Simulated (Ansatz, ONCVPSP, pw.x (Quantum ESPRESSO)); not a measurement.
zirconium: one change to the ONCV potential, in the atom and in the bcc crystal

ONCVPSP 4.0.1 input, shortened (lines: element, Z, core and valence counts, functional; n l f; lmax; l rc ep ncon nbas qcut; lloc lpopt rc5 dvloc0; l nproj debl; icmod fcfact rcfact), PBE, scalar-relativistic:

```
  Zr 40.00    6    4        4      upf
    1    0    2.00
    2    0    2.00
    2    1    6.00
    3    0    2.00
    3    1    6.00
    3    2   10.00
    4    0    2.00
    4    1    6.00
    4    2    2.00
    5    0    2.00
    2
    0    1.95    0.00    3    6    7.90
    1    2.15    0.00    5    8    5.80
    2    1.80    0.00    4    7    6.10
    4    3    1.70    0.00
    0    2    1.30
    1    2    0.50
    2    2    1.80
    0    0.00    0.00
```

In the p channel the program set the typed energies aside and used -1.193, 0.250 Ha.

Change: local potential polynomial inside 1.70 bohr (lpopt 3, dvloc0 8.5 Ha).

Cutoffs, loose and tight: the cutoffs (Ha) at which the residual kinetic energy of the hardest occupied pseudo-wave falls to 1 and 0.1 mHa per electron. They do not see the model core or the augmentation charge, which bear on the density cutoff. Test errors are all-electron minus pseudo excitation energies from the reference, over the configurations 4s2 4p6 4d2 5s1; 4s2 4p6 4d2 5s0; 4s2 4p6 4d1 5s0; 4s2 4p6 4d0 5s0; variants that change the core or the reference have their own tests.

Crystal test: bcc Zr in pw.x 7.5, no spin, 13³ k-points, Fermi–Dirac smearing 0.01 Ry, cutoffs set for each file from its atomic test. The reference is all-electron LAPW (Ansatz 0.2.0) with the same functional, mesh and smearing; V0 and B0 come from Birch–Murnaghan fits to the pressures at five volumes. Errors are pseudo minus all-electron; Δ is the rms difference of the E(V) curves that follow from these fits, minima aligned, over ±6 % about the mean V0. Mesh and smearing are coarse, so the numbers serve the comparison and aren't converged zero-temperature values; the lattice is a test structure that the element need not adopt.

All-electron: a0 = 3.582 Å (V0 = 22.98 Å³/atom), B0 = 86.4 GPa.

Task: Does the change bring the crystal closer to the all-electron result?

Result: The mean pressure error goes from +0.19 to +0.40 GPa, so the change moves the solid further from the all-electron pressures. At 80 % of its cutoff the pressure of the base moves by -0.45 GPa. At 80 % of its cutoff the pressure of the changed file moves by -0.46 GPa.

| quantity | base | changed |
| --- | --- | --- |
| outcome (atom) | generated, projector energies reset by the program | generated, projector energies reset by the program |
| cutoff, loose (atom) | 16 Ha | 16 Ha |
| cutoff, tight (atom) | 20 Ha | 20 Ha |
| bound ghosts (atom) | none | none |
| largest test error (meV) (atom) | -4.3 over the solved tests; 1 of 4 tests not solved or not reliable | -4.6 over the solved tests; 1 of 4 tests not solved or not reliable |
| cutoffs in pw.x (Ry) | 50/200 | 50/200 |
| a0 (Å) | 3.585 | 3.588 |
| a0 error (%) | +0.07 | +0.15 |
| B0 error (%) | +0.3 | +0.7 |
| Δ (meV/atom) | 1.0 | 2.0 |
| mean pressure error (GPa) | +0.19 | +0.40 |

Base: Atomic configuration tests: 1 of 4 tests not solved or not reliable. Changed file: Atomic configuration tests: 1 of 4 tests not solved or not reliable.
